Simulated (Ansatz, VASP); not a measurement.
One calculation of LiCl, two programs

```xyz
4
Lattice="3.8486 0.0000 0.0000 -1.9243 3.3330 0.0000 0.0000 0.0000 6.6150" Properties=species:S:1:pos:R:3 pbc="T T T"
Li    1.9243    1.1110    6.0550
Li    0.0000    2.2220    2.7475
Cl    1.9243    1.1110    3.0406
Cl    0.0000    2.2220    6.3481
```

Alike in both runs: task single point; functional PBE; k mesh 9 × 9 × 4; occupations gaussian, width 0.02 eV; no spin polarisation.

```csv
,VASP,Ansatz
version,VASP 6.6.1,Ansatz 0.2.0
potentials or method,"VASP PAW PBE potentials, release 64 (Li_sv, Cl)","scalar-relativistic, plane waves, PAW"
plane-wave cutoff (eV),520,420
valence electrons in the cell,20,20
```

|  | VASP | Ansatz | Ansatz less VASP |
| --- | --- | --- | --- |
| gap on the k mesh at the Fermi level (eV) | 5.77 | 5.77 | -0.007 |
| least direct gap on the mesh (eV) | 5.77 | 5.77 | -0.007 |
| rms of the force components (eV/Å) | 0.120 | 0.118 | -0.0017 |

Atom by atom the forces differ by 0.002 eV/Å (rms over components). The functional is the same, so the differences come from potentials, cutoffs and numerics.

Caveats: an odd mesh through Γ misses points on the zone boundary, where band edges often lie.
